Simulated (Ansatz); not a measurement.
The calculation used DFT PBE, scalar-relativistic, plane waves, PAW (Ansatz). Settings: cutoff 420 eV, Γ-centred meshes spaced at most about 0.3 Å⁻¹, and about 0.25 Å⁻¹ or finer for metals (2π included), Gaussian smearing. No spin polarisation.

Temperature and zero-point effects are left out.

Compare these two cells of Hf7S, each relaxed at this level.

A.

```yaml
crystal:
  lattice:
    - [0.00000, 4.38941, 4.38941]
    - [4.38941, 0.00000, 4.38941]
    - [4.38941, 4.38941, 0.00000]
  atoms:
    - { symbol: Hf, position: [0.50000, 0.50000, 0.50000] }
    - { symbol: Hf, position: [0.00000, 0.50000, 0.00000] }
    - { symbol: Hf, position: [0.50000, 0.00000, 0.00000] }
    - { symbol: Hf, position: [0.00000, 0.50000, 0.50000] }
    - { symbol: Hf, position: [0.50000, 0.00000, 0.50000] }
    - { symbol: Hf, position: [0.00000, 0.00000, 0.50000] }
    - { symbol: Hf, position: [0.50000, 0.50000, 0.00000] }
    - { symbol: S, position: [0.00000, 0.00000, 0.00000] }
```

B.

```yaml
crystal:
  lattice:
    - [3.26397, 0.00000, 0.00000]
    - [-1.63198, 2.82668, 0.00000]
    - [0.00000, 0.00000, 18.72327]
  atoms:
    - { symbol: Hf, position: [0.00000, 0.00000, 0.50000] }
    - { symbol: Hf, position: [0.33333, 0.66667, 0.36478] }
    - { symbol: Hf, position: [0.66667, 0.33333, 0.63522] }
    - { symbol: Hf, position: [0.33333, 0.66667, 0.77242] }
    - { symbol: Hf, position: [0.66667, 0.33333, 0.90253] }
    - { symbol: Hf, position: [0.33333, 0.66667, 0.09747] }
    - { symbol: Hf, position: [0.66667, 0.33333, 0.22758] }
    - { symbol: S, position: [0.00000, 0.00000, 0.00000] }
```

Question: Which form is favoured at zero pressure, and by what margin per atom?

Answer: B is lower, by 290 meV/atom. A has space group Fm-3m (No. 225), 21.1 Å³/atom and no gap on its mesh; B has space group P-3m1 (No. 164), 21.6 Å³/atom and no gap. Counting Hf atoms around S (those within 1.25 times the shortest such distance or 1.15 times the sum of covalent radii, 1.27 where that leaves under three), A has S 12 and B has S 6. In A, Hf on a site of symmetry m-3m has 12 Hf at 3.10 Å; Hf on a site of symmetry mmm has 10 Hf at 3.10 Å and 2 S at 3.10 Å; S is surrounded by 12 Hf at 3.10 Å. In B, Hf on a site of symmetry -3m has 12 Hf at 3.16–3.26 Å; Hf on a site of symmetry 3m has 12 Hf at 3.16–3.26 Å; around S lie 6 Hf at 2.62 Å and 6 S at 3.26 Å; 2 more sites not described. Both come from invented guesses. The lowest form computed isn't among them: it has space group P-6m2 (No. 187), 21.5 Å³/atom and lies 70 meV/atom below the best shown.

Spin–orbit coupling, which can matter for Hf, is left out. Cells relaxed within their symmetry can be saddle points. Some candidate types were left out of the draw beforehand, so a known form may be missing.
